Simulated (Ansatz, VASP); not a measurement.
Two plane-wave programs on Br

File INCAR:

```
PREC     = Accurate       # precision mode
ENCUT    = 520            # plane-wave cutoff, eV
EDIFF    = 1E-6           # SCF threshold, eV
ISMEAR   = 0              # smearing method
SIGMA    = 0.1            # smearing width, eV
LREAL    = F              # projectors in reciprocal space
LASPH    = T              # aspherical terms in the spheres
NELM     = 100            # most SCF steps
ALGO     = Fast           # electronic algorithm
ISIF     = 2              # what is computed and relaxed
LWAVE    = F              # write WAVECAR
LCHARG   = F              # write CHGCAR
GGA      = PE             # functional
NBANDS   = 10             # bands
```

KPOINTS

```
regular mesh
0
Gamma
  8 8 8
```

The input POSCAR:

```
Br
1.0
   -1.2867684050      1.7199972000      3.5779911600
    1.2867684050     -1.7199972000      3.5779911600
    1.2867684050      1.7199972000     -3.5779911600
Br
1
Direct
    0.0000000000      0.0000000000      0.0000000000
```

Input for Ansatz:

```yaml
crystal:
  lattice:
    - [-1.286768405, 1.7199972, 3.57799116]
    - [1.286768405, -1.7199972, 3.57799116]
    - [1.286768405, 1.7199972, -3.57799116]
  atoms:
    - { symbol: Br, position: [0.0, 0.0, 0.0] }
basis:
  ecutwfc: 420
kpoints:
  mp_grid: { grid: [8, 8, 8] }
hamiltonian:
  xc: pbe
scf:
  occupations: { method: gaussian, width: 0.1 }
output:
  forces: true
  stress: true
  eigenvalues: true
```

Alike in both runs: task single point; functional PBE; k mesh 8 × 8 × 8; occupations gaussian, width 0.1 eV; no spin polarisation.

```csv
,VASP,Ansatz
version,VASP 6.6.1,Ansatz 0.2.0
potentials or method,"VASP PAW PBE potentials, release 64 (Br)","scalar-relativistic, plane waves, PAW"
plane-wave cutoff (eV),520,420
valence electrons in the cell,7,7
```

|  | VASP | Ansatz | Ansatz less VASP |
| --- | --- | --- | --- |
| gap on the k mesh at the Fermi level (eV) | none | none | - |
| pressure (GPa) | 1.0 | 1.0 | -0.01 |
| largest component of the traceless stress (GPa) | 0.16 | 0.17 | +0.007 |

A gap of «none» marks a metal or a gap that the smearing closes. With one functional, cell and mesh, what is left measures potentials, basis and numerics.

Caveats: the k mesh is coarse (spacing up to 0.38 Å⁻¹), so the values aren't converged; an odd number of electrons without spin polarisation forces a metal; a magnetic or distorted state may lie lower.
